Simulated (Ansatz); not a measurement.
N started in the widest void in wurtzite AlN, 97 atoms, charge −1

All numbers come from Ansatz (PAW, plane waves, no spin–orbit coupling) at the single k point (¼, ¼, ¼) without its symmetry partners. The atoms were relaxed with PBEsol in a fixed cell; other functionals are single points on those atoms unless said otherwise. The valence top and gap of the host come from its small cell on a dense mesh, with the band extrema sought between the mesh points, lined up by the mean potential, PBEsol gap 4.09 eV, HSE06 gap 5.54 eV. The charge correction uses an assumed dielectric constant of 8.5.

Cell: a = 9.341 Å, b = 10.787 Å, c = 9.967 Å, α = 90.00°, β = 90.00°, γ = 90.00°.

Nearest atoms after relaxation, from the placed atom (for vacancies from the middle of the vacant sites): N at 1.51 Å, Al at 1.77 Å, Al at 1.89 Å, Al at 1.91 Å, N at 2.49 Å, N at 2.69 Å, N at 2.79 Å, Al at 2.87 Å.

Chemical potentials μ are those of reference phases of the elements at zero temperature by the same functional (the usual solids, diamond for C, grey Sn, and the molecules H2, N2, O2, F2, Cl2, Br2 and S8).

```csv
functional,E(defect) − E(host) − Σ nμ + q·E_VBM (eV),monopole (eV),alignment (eV),formation energy at E_F = VBM (eV),moment (μB),"wall time, shared host"
PBEsol,6.51,0.24,-0.06,6.69,0 (no spin),49 s on NVIDIA H100 (relaxation)
HSE06,7.72,0.24,-0.05,7.91,0 (no spin),57 s on NVIDIA H100
```

HSE06 one-electron levels near the gap (the ten most localised at most), from the host's valence top, not corrected for the charge's images:

```
level (eV)  spin  filling  atoms sharing it  element of the atom with most weight
     -0.29  both     2.00              51.8                                spread
     -0.23  both     2.00              48.7                                spread
      0.03  both     2.00               9.9                                     N
      1.34  both     2.00               4.6                                     N
      1.63  both     2.00               4.7                                     N
```

All elements are taken at their own reference at once; growth conditions in equilibrium with the host shift these energies, by up to the host's formation enthalpy.

One k point and a cell of this size can leave errors of several tenths of an eV in such numbers.
